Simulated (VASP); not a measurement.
# CuCl (F-43m) in VASP: further runs, part 2 of 2

VASP 6.6.1.

### Step 5. Single point, PBEsol

This run uses another cell than the first one, of 20.10 Å³/atom, 1.089 times its volume.

Input file INCAR:

```
ALGO     = Normal         # electronic algorithm
EDIFF    = 1E-6           # SCF threshold, eV
ENCUT    = 600            # plane-wave cutoff, eV
GGA      = PS             # functional
GGA_COMPAT= F            
ISIF     = 2              # what is computed and relaxed
ISMEAR   = 0              # smearing method
LASPH    = T              # aspherical terms in the spheres
LCHARG   = F              # write CHGCAR
LREAL    = F              # projectors in reciprocal space
LWAVE    = F              # write WAVECAR
NBANDS   = 16             # bands
NELM     = 120            # most SCF steps
PREC     = Accurate       # precision mode
SIGMA    = 0.05           # smearing width, eV
```

Input file KPOINTS:

```
k-points
0
Gamma
  12 12 12
```

Input file POSCAR:

```
CuCl
1.0
    0.0000000000      2.7191037206      2.7191037206
    2.7191037206      0.0000000000      2.7191037206
    2.7191037206      2.7191037206      0.0000000000
Cu Cl
1 1
Direct
    0.0000000000      0.0000000000      0.0000000000
    0.7500000000      0.7500000000      0.7500000000
```

Potentials or basis: VASP PAW PBE potentials, release 64 (Cu, Cl).

Launch:

```
$ cat potpaw_PBE.64/Cu/POTCAR potpaw_PBE.64/Cl/POTCAR > POTCAR
$ mpirun -np 1 vasp_std > vasp.out
```

OUTCAR:

```text
EDIFF = 1E-6
   ENCUT = 600
   GGA = PS
   ISIF = 2
   ISMEAR = 0
   LASPH = T
   LREAL = F
   NELM = 120
   PREC = Accurate

 ion  position               nearest neighbor table
   1  0.000  0.000  0.000-   2 2.35   2 2.35   2 2.35   2 2.35
   2  0.750  0.750  0.750-   1 2.35   1 2.35   1 2.35   1 2.35

  LATTYP: Found a face centered cubic cell.
 ALAT       =     5.4382074412

  Lattice vectors:

 A1 = (   0.0000000000,   2.7191037206,   2.7191037206)
 A2 = (   2.7191037206,   0.0000000000,   2.7191037206)
 A3 = (   2.7191037206,   2.7191037206,   0.0000000000)

Analysis of symmetry for initial positions (statically):
=====================================================================
 Subroutine PRICEL returns:
 Original cell was already a primitive cell.

 Routine SETGRP: Setting up the symmetry group for a
 face centered cubic supercell.

 Subroutine GETGRP returns: Found 24 space group operations
 (whereof 24 operations were pure point group operations)
 out of a pool of 48 trial point group operations.

The static configuration has the point symmetry T_d .

Analysis of symmetry for dynamics (positions and initial velocities):
=====================================================================
 Subroutine PRICEL returns:
 Original cell was already a primitive cell.

 Routine SETGRP: Setting up the symmetry group for a
 face centered cubic supercell.

 Subroutine GETGRP returns: Found 24 space group operations
 (whereof 24 operations were pure point group operations)
 out of a pool of 48 trial point group operations.

The dynamic configuration has the point symmetry T_d .

 Subroutine INISYM returns: Found 24 space group operations
 (whereof 24 operations are pure point group operations),
 and found     1 'primitive' translations

----------------------------------------------------------------------------------------

                                     Primitive cell
[... 109 lines left out ...]
   IMIX   =      4    mixing-type and parameters
     AMIX     =   0.40;   BMIX     =  1.00
     AMIX_MAG =   1.60;   BMIX_MAG =  1.00
  volume/ion in A,a.u.               =      20.10       135.67
  Fermi-wavevector in a.u.,A,eV,Ry     =   1.252362  2.366621 21.339523  1.568411
  Thomas-Fermi vector in A             =   2.386266
   LORBIT       =      0    0 simple, 1 ext, 2 COOP (PROOUT), +10 PAW based schemes
   GGA     = PS    functional components
   LHFCALC =     F    Hartree Fock is set to
   AEXX    =    0.0000 exact exchange contribution
   IVDW    =     0    specifies the selected vdW correction
   LEPSILON=     F    determine dielectric tensor
   LRPA    =     F    only Hartree local field effects (RPA)
 non-spin polarized calculation
 Gauss-broadening in eV      SIGMA  =   0.05
  energy-cutoff  :      600.00
  volume of cell :       40.21
 maximum number of plane-waves:      1363
   NGX = 15   NGY = 15   NGZ = 15

 number of electron      18.0000010 magnetization

 Free energy of the ion-electron system (eV)
  ---------------------------------------------------
  ext. energy  EPLUGINS =         0.00000000
  ---------------------------------------------------
  free energy    TOTEN  =        -7.02146789 eV

  energy without entropy =       -7.02146789  energy(sigma->0) =       -7.02146789

 E-fermi :   3.7996     XC(G=0):  -9.5877

 val. band max:        3.6009061310   @ k =   0.0000   0.0000   0.0000
 cond. band min:       4.0004528835   @ k =   0.0000   0.0000   0.0000
 fundamental gap:      0.3995467525
 Fermi energy:         3.7995622054

 k-point     1 :       0.0000    0.0000    0.0000
  band No.  band energies     occupation
      1     -13.3003      2.00000
      2      -1.2532      2.00000
      3      -1.2532      2.00000
      4      -1.2532      2.00000
      5       2.1389      2.00000
      6       2.1389      2.00000
[... 433 lines left out ...]
      3      -1.5899      2.00000
      4      -1.2537      2.00000
      5       2.0923      2.00000
      6       2.1705      2.00000
[... 8 lines left out ...]
     15      15.6771      0.00000
     16      17.0612      0.00000

 [... further k-points ...]

------------------------ aborting loop because EDIFF is reached ----------------------------------------

  FORCE on cell =-STRESS in cart. coord.  units (eV):
  Direction    XX          YY          ZZ          XY          YZ          ZX
  --------------------------------------------------------------------------------------
  -------------------------------------------------------------------------------------
  Total       -1.0076703     -1.0076703     -1.0076703      0.0000000      0.0000000     -0.0000000
  in kB      -40.1533438    -40.1533438    -40.1533438      0.0000000      0.0000000     -0.0000000
  external PRESSURE =     -40.1533438 kB  Pullay stress =       0.0000000 kB

 VOLUME and BASIS-vectors are now :
 -----------------------------------------------------------------------------
  energy-cutoff  :      600.00
  volume of cell :       40.21
      direct lattice vectors                 reciprocal lattice vectors
     0.000000000  2.719103721  2.719103721    -0.183884122  0.183884122  0.183884122
     2.719103721  0.000000000  2.719103721     0.183884122 -0.183884122  0.183884122
     2.719103721  2.719103721  0.000000000     0.183884122  0.183884122 -0.183884122

 POSITION                                       TOTAL-FORCE (eV/Angst)
 -----------------------------------------------------------------------------------
      0.00000      0.00000      0.00000        -0.000000      0.000000     -0.000000
      4.07866      4.07866      4.07866         0.000000     -0.000000      0.000000
 -----------------------------------------------------------------------------------
    total drift:                               -0.000001     -0.000001     -0.000001

  FREE ENERGIE OF THE ION-ELECTRON SYSTEM (eV)
  ---------------------------------------------------
  free  energy   TOTEN  =        -7.0214678862 eV

  energy  without entropy=       -7.0214678862  energy(sigma->0) =       -7.02146789
```

stdout:

```text
POSCAR found type information on POSCAR CuCl
 POSCAR found :  2 types and       2 ions
 scaLAPACK will be used
 -----------------------------------------------------------------------------
|                                                                             |
|                                                                             |
|     You enforced a specific xc type in the INCAR file but a different       |
|     I HOPE YOU KNOW WHAT YOU ARE DOING!                                     |
|                                                                             |
 -----------------------------------------------------------------------------

 LDA part: xc-table for (Slater+PW92), standard interpolation
 POSCAR, INCAR and KPOINTS ok, starting setup
 FFT: planning ... GRIDC
 FFT: planning ... GRID_SOFT
 FFT: planning ... GRID
 WAVECAR not read
 entering main loop
```

Run time: 17 s. Hardware: 1 thread of Intel Xeon 6975P-C (Granite Rapids), shared host; peak memory 0.2 GiB.

Results:

```
Free energy            : -7.0215 eV
Pressure               : -4.0 GPa
Band gap on the k mesh : 0.40 eV, direct
```

Levels at points of the mesh, in eV from the valence-band top:
```tsv
k point	band 5	band 6	band 7	band 8	band 9	band 10	band 11	band 12	band 13	band 14
(0.00, 0.00, 0.00)	-1.46	-1.46	0.00	0.00	0.00	0.40	6.69	6.69	6.69	11.71
(0.50, 0.00, 0.00)	-1.39	-1.39	-1.34	-0.55	-0.55	2.79	6.62	7.11	7.11	11.71
(0.50, 0.50, 0.00)	-1.59	-1.36	-1.28	-1.08	-1.08	3.34	4.40	8.56	10.81	10.81
```

Caveat: the PAW data sets were made with another functional, which shifts forces and pressure a little.

### Step 6. Overview

| cell | gap on the mesh (eV) | pressure (GPa) |
| --- | --- | --- |
| a = 3.738 Å, angles 60.0°, 2 atoms | 0.56 | 0.4 |
| a = 3.741 Å, angles 60.0°, 2 atoms | 0.56 | 0.3 |
| a = 3.809 Å, angles 60.0°, 2 atoms | 0.45 | -2.7 |
| a = 3.845 Å, angles 60.0°, 2 atoms | 0.40 | -4.0 |

Alike in all rows: task single point; level PBEsol; potentials or basis VASP PAW PBE potentials, release 64 (Cu, Cl); no spin polarisation; k mesh 12 × 12 × 12; cutoff (eV) 600; smearing gaussian 0.05 eV.

Caveats: the PAW data sets were made with another functional, which shifts forces and pressure a little.

Absolute energies hang on the potentials; compare differences alone.

### Step 7. Comparison with measurements

Step 2. Against the measured gap of CuCl, 3.399 eV (direct; 4.2 K; a printed reference work, data compilation), the calculated 0.56 eV is off by -2.84 eV. So large a miss can be the level of theory's own, or it may mean another phase, state or a wrong row. The value is that of PBEsol on a finite k mesh, which can miss the band edges, without temperature or zero-point motion. Semilocal functionals fall short of measured gaps as a rule.

Step 3. Against the measured gap of CuCl, 3.399 eV (direct; 4.2 K; a printed reference work, data compilation), the calculated 0.56 eV is off by -2.84 eV. So large a miss can be the level of theory's own, or it may mean another phase, state or a wrong row. The value is that of PBEsol on a finite k mesh, which can miss the band edges, without temperature or zero-point motion. Semilocal functionals fall short of measured gaps as a rule.

Step 4. Measured gap of CuCl: 3.399 eV (direct; 4.2 K; a printed reference work, data compilation). This calculation gives 0.45 eV (-2.95 eV). So large a miss can be the level of theory's own, or it may mean another phase, state or a wrong row. The value is that of PBEsol on a finite k mesh, which can miss the band edges, without temperature or zero-point motion. Semilocal functionals fall short of measured gaps as a rule.
